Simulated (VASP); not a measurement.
# Mo (Im-3m) in VASP: single point with PBEsol

Aim: the single point of Mo with PBEsol.

Program: VASP 6.6.1. These are calculated values, not measurements. Logs are shortened: lines on timing, memory, paths and dates and some standing lists are left out, and cuts for length are marked.

## (1) Starting point

Symmetry: Im-3m, No. 229, cubic system. Conventional cell: a = 3.131 Å, b = 3.131 Å, c = 3.131 Å, α = 90.00°, β = 90.00°, γ = 90.00°. Around Mo (site symmetry m-3m) lie 8 Mo at 2.71 Å.

## (2) Single point, PBEsol

INCAR reads:

```
SYSTEM = Mo
  ALGO = Normal
  EDIFF = 1E-7
  ENCUT = 520
  GGA = PS
  ICORELEVEL = 1
  ISIF = 2
  ISMEAR = 1
  LASPH = .TRUE.
  LCHARG = .FALSE.
  LREAL = .FALSE.
  LWAVE = .FALSE.
  NBANDS = 13
  NELM = 80
  PREC = Accurate
  SIGMA = 0.1
```

KPOINTS reads:

```
k-points
0
G
  12 12 34
  0 0 0
```

POSCAR reads:

```
Mo
1.0
    3.1306580000      0.0000000000      0.0000000000
    0.0000000000      3.1306580000      0.0000000000
    1.5653290000     -1.5653290000      1.5653290000
Mo
1
Direct
    0.0000000000      0.0000000000      0.0000000000
```

Potentials or basis: VASP PAW PBE potentials, release 64 (Mo_sv).

Launch:

```console
$ cat potpaw_PBE.64/Mo_sv/POTCAR > POTCAR
$ mpirun -np 1 vasp_std > vasp.out
```

OUTCAR:

```text
SYSTEM = Mo
   EDIFF = 1E-7
   ENCUT = 520
   GGA = PS
   ISIF = 2
   ISMEAR = 1
   LASPH = .TRUE.
   LREAL = .FALSE.
   NELM = 80
   PREC = Accurate

 ion  position               nearest neighbor table
   1  0.000  0.000  0.000-

  LATTYP: Found a body centered cubic cell.
 ALAT       =     3.1306580000

  Lattice vectors:

 A1 = (  -1.5653290000,   1.5653290000,  -1.5653290000)
 A2 = (  -1.5653290000,  -1.5653290000,   1.5653290000)
 A3 = (   1.5653290000,   1.5653290000,   1.5653290000)

Analysis of symmetry for initial positions (statically):
=====================================================================
 Subroutine PRICEL returns:
 Original cell was already a primitive cell.

 Routine SETGRP: Setting up the symmetry group for a
 body centered cubic supercell.

 Subroutine GETGRP returns: Found 48 space group operations
 (whereof 48 operations were pure point group operations)
 out of a pool of 48 trial point group operations.

The static configuration has the point symmetry O_h .

Analysis of symmetry for dynamics (positions and initial velocities):
=====================================================================
 Subroutine PRICEL returns:
 Original cell was already a primitive cell.

 Routine SETGRP: Setting up the symmetry group for a
 body centered cubic supercell.

 Subroutine GETGRP returns: Found 48 space group operations
 (whereof 48 operations were pure point group operations)
 out of a pool of 48 trial point group operations.

The dynamic configuration has the point symmetry O_h .

 Subroutine INISYM returns: Found 48 space group operations
 (whereof 48 operations are pure point group operations),
 and found     1 'primitive' translations

----------------------------------------------------------------------------------------

                                     Primitive cell

  volume of cell :      15.3418

  direct lattice vectors                    reciprocal lattice vectors
     3.130658000  0.000000000  0.000000000     0.319421668  0.000000000 -0.319421668
     0.000000000  3.130658000  0.000000000     0.000000000  0.319421668  0.319421668
     1.565329000 -1.565329000  1.565329000     0.000000000  0.000000000  0.638843336

  length of vectors
     3.130658000  3.130658000  2.711229359     0.451730455  0.451730455  0.638843336

  position of ions in fractional coordinates (direct lattice)
     0.000000000  0.000000000  0.000000000

  ion indices of the primitive-cell ions
   primitive index   ion index
                 1           1

----------------------------------------------------------------------------------------

 KPOINTS: k-points

Automatic generation of k-mesh.
 Grid dimensions read from file:
 generate k-points for:   12   12   34

 Generating k-lattice:

  Cartesian coordinates                     Fractional coordinates (reciprocal lattice)
     0.026618472  0.000000000 -0.026618472     0.083333333  0.000000000  0.000000000
     0.000000000  0.026618472  0.026618472     0.000000000  0.083333333  0.000000000
     0.000000000  0.000000000  0.018789510     0.000000000  0.000000000  0.029411765

  Length of vectors
     0.037644205  0.037644205  0.018789510

  Shift w.r.t. Gamma in fractional coordinates (k-lattice)
     0.000000000  0.000000000  0.000000000

 -----------------------------------------------------------------------------
|                                                                             |
|           W    W    AA    RRRRR   N    N  II  N    N   GGGG   !!!           |
|           W    W   A  A   R    R  NN   N  II  NN   N  G    G  !!!           |
|           W    W  A    A  R    R  N N  N  II  N N  N  G       !!!           |
|           W WW W  AAAAAA  RRRRR   N  N N  II  N  N N  G  GGG   !            |
|           WW  WW  A    A  R   R   N   NN  II  N   NN  G    G                |
|           W    W  A    A  R    R  N    N  II  N    N   GGGG   !!!           |
|                                                                             |
|     Your reciprocal lattice and k-lattice belong to different lattice       |
|     classes:                                                                |
|                                                                             |
|        The reciprocal lattice is face-centered cubic,                       |
|        whereas your k-lattice is base-centered monoclinic.                  |
|                                                                             |
|     Results are often still useful ...                                      |
|                                                                             |
 -----------------------------------------------------------------------------

 WARNING: IBZKPT: internal override: KBLOWUP is changed to .FALSE.
      ... skipping the blow-up phase ...

 Subroutine IBZKPT returns following result:
 ===========================================

 Found   1138 irreducible k-points:

 Following reciprocal coordinates:
            Coordinates               Weight
  0.000000  0.000000  0.000000      1.000000
  0.083333  0.000000  0.000000      6.000000
  0.166667  0.000000  0.000000      6.000000
  0.250000  0.000000  0.000000      6.000000
  0.333333  0.000000  0.000000      6.000000
  0.416667  0.000000  0.000000      6.000000
[... 16 lines left out ...]
  0.250000  0.000000  0.029412      4.000000
  0.333333  0.000000  0.029412      4.000000
 [... further k-points ...]
   k-points           NKPTS =   1138   k-points in BZ     NKDIM =   1138   number of bands    NBANDS=     13
   number of dos      NEDOS =    301   number of ions     NIONS =      1
   total plane-waves  NPLWV =  11520
   dimension x,y,z NGX =    24 NGY =   24 NGZ =   20
   dimension x,y,z NGXF=    48 NGYF=   48 NGZF=   40
   ions per type =               1
   NGX,Y,Z   is equivalent  to a cutoff of  12.74, 12.74, 12.26 a.u.
   NGXF,Y,Z  is equivalent  to a cutoff of  25.49, 25.49, 24.53 a.u.
 SYSTEM =  Mo
   PREC   = accura    normal or accurate (medium, high low for compatibility)
   ISTART =      0    job   : 0-new  1-cont  2-samecut
   ICHARG =      2    charge: 1-file 2-atom 10-const
   ISPIN  =      1    spin polarized calculation?
   LNONCOLLINEAR =      F non collinear calculations
   LSORBIT =      F    spin-orbit coupling
   LASPH  =      T    aspherical Exc in radial PAW
   ENCUT  =  520.0 eV  38.22 Ry    6.18 a.u.   5.82  5.82  5.04*2*pi/ulx,y,z
   NELM   =     80;   NELMIN=  2; NELMDL= -5     # of ELM steps
   EDIFF  = 0.1E-06   stopping-criterion for ELM
   LREAL  =      F    real-space projection
   EDIFFG = 0.1E-05   stopping-criterion for IOM
   NSW    =      0    number of steps for IOM
   IBRION =     -1    ionic relax: 0-MD 1-quasi-New 2-CG
   NFREE  =      0    steps in history (QN), initial steepest desc. (CG)
   ISIF   =      2    stress and relaxation
   ISYM   =      2    0-nonsym 1-usesym 2-fastsym
   POTIM  = 0.5000    time-step for ionic-motion
   TEBEG  =    0.0;   TEEND  =   0.0 temperature during run
   PSTRESS=    0.0 pullay stress
   NELECT =      14.0000    total number of electrons
   NUPDOWN=      -1.0000    fix difference up-down
   EMIN   =  10.00;   EMAX   =-10.00  energy-range for DOS
   EFERMI =   0.00;   METHOD = LEGACY
   ISMEAR =     1;   SIGMA  =   0.10  broadening in eV -4-tet -1-fermi 0-gaus
   EFERMI_NEDOS =   21; number of points for ismear=-14 and -15
   IALGO  =     38    algorithm
   IMIX   =      4    mixing-type and parameters
     AMIX     =   0.40;   BMIX     =  1.00
     AMIX_MAG =   1.60;   BMIX_MAG =  1.00
  volume/ion in A,a.u.               =      15.34       103.53
  Fermi-wavevector in a.u.,A,eV,Ry     =   1.587908  3.000710 34.306415  2.521450
  Thomas-Fermi vector in A             =   2.686993
   LORBIT       =      0    0 simple, 1 ext, 2 COOP (PROOUT), +10 PAW based schemes
   GGA     = PS    functional components
   LHFCALC =     F    Hartree Fock is set to
   AEXX    =    0.0000 exact exchange contribution
   IVDW    =     0    specifies the selected vdW correction
   LEPSILON=     F    determine dielectric tensor
   LRPA    =     F    only Hartree local field effects (RPA)
 non-spin polarized calculation
 Methfessel and Paxton  Order N= 1 SIGMA  =   0.10
  energy-cutoff  :      520.00
  volume of cell :       15.34
 maximum number of plane-waves:       427
   NGX = 11   NGY = 11   NGZ =  9

 number of electron      14.0000000 magnetization

 Free energy of the ion-electron system (eV)
  ---------------------------------------------------
  ext. energy  EPLUGINS =         0.00000000
  ---------------------------------------------------
  free energy    TOTEN  =       -11.77974980 eV

  energy without entropy =      -11.78008752  energy(sigma->0) =      -11.77986237

 the core state eigenenergies are
   1-  1s -19803.2096  2s  -2783.3949  2p  -2486.3946  3s   -460.5960  3p   -363.3031
       3d   -205.1267

 E-fermi :  12.8152     XC(G=0): -13.6351

 val. band max:       12.8144060064   @ k =   0.0833  -0.1667   0.2059
 cond. band min:      12.8155251682   @ k =   0.0833  -0.3333   0.2647
 fundamental gap:      0.0011191618
 Fermi energy:        12.8151510318

 k-point     1 :       0.0000    0.0000    0.0000
  band No.  band energies     occupation
      1     -48.4313      2.00000
      2     -21.6736      2.00000
      3     -21.6736      2.00000
      4     -21.6736      2.00000
      5       5.4217      2.00000
      6      11.3636      2.00000
      7      11.3636      2.00000
      8      11.3636      2.00000
      9      14.4480     -0.00000
     10      14.4480     -0.00000
     11      27.6038      0.00000
     12      27.6038      0.00000
     13      27.6038      0.00000

 k-point     2 :       0.0833    0.0000    0.0000
  band No.  band energies     occupation
      1     -48.4125      2.00000
      2     -21.7811      2.00000
      3     -21.7066      2.00000
      4     -21.6744      2.00000
      5       5.7331      2.00000
      6      11.1871      2.00000
      7      11.3297      2.00000
      8      11.6595      2.00000
      9      14.2000     -0.00000
     10      14.4532     -0.00000
     11      27.8332      0.00000
[... 339 lines left out ...]
 k-point    24 :       0.3333    0.0000    0.0294
  band No.  band energies     occupation
      1     -48.2393      2.00000
      2     -22.6917      2.00000
      3     -21.9987      2.00000
      4     -21.6924      2.00000
      5       7.6720      2.00000
      6       9.9021      2.00000
      7      11.5742      2.00000
      8      13.9982     -0.00000
      9      14.8649      0.00000
     10      14.8773      0.00000
     11      26.8417      0.00000
     12      28.1663      0.00000
     13      33.5133      0.00000

 [... further k-points ...]

------------------------ aborting loop because EDIFF is reached ----------------------------------------

  FORCE on cell =-STRESS in cart. coord.  units (eV):
  Direction    XX          YY          ZZ          XY          YZ          ZX
  --------------------------------------------------------------------------------------
  -------------------------------------------------------------------------------------
  Total        0.0322259      0.0322259      0.0322259     -0.0000000      0.0000000      0.0000000
  in kB        3.3654154      3.3654154      3.3654154     -0.0000000      0.0000000      0.0000000
  external PRESSURE =       3.3654154 kB  Pullay stress =       0.0000000 kB

 VOLUME and BASIS-vectors are now :
 -----------------------------------------------------------------------------
  energy-cutoff  :      520.00
  volume of cell :       15.34
      direct lattice vectors                 reciprocal lattice vectors
     3.130658000  0.000000000  0.000000000     0.319421668  0.000000000 -0.319421668
     0.000000000  3.130658000  0.000000000     0.000000000  0.319421668  0.319421668
     1.565329000 -1.565329000  1.565329000     0.000000000  0.000000000  0.638843336

 POSITION                                       TOTAL-FORCE (eV/Angst)
 -----------------------------------------------------------------------------------
      0.00000      0.00000      0.00000         0.000000     -0.000000      0.000000
 -----------------------------------------------------------------------------------
    total drift:                                0.000000     -0.000000      0.000000

  FREE ENERGIE OF THE ION-ELECTRON SYSTEM (eV)
  ---------------------------------------------------
  free  energy   TOTEN  =       -11.7797497987 eV

  energy  without entropy=      -11.7800875200  energy(sigma->0) =      -11.77986237
```

Run time: 2.6 min. Hardware: 1 thread of Intel Xeon Platinum 8488C (Sapphire Rapids), shared host; peak memory 0.31 GiB.

What came out:

| Quantity | Value |
| --- | --- |
| Free energy | -11.7797 eV |
| Pressure | 0.3 GPa |
| Band gap on the k mesh | none (metal or under the smearing width) |

Core levels (eV, on the scale of the bands):
```tsv
atom	levels
1 Mo	1s -19803.2, 2s -2783.4, 2p -2486.4, 3s -460.6, 3p -363.3, 3d -205.1
```

Caveat: the PAW data sets were made with another functional, which shifts forces and pressure a little.
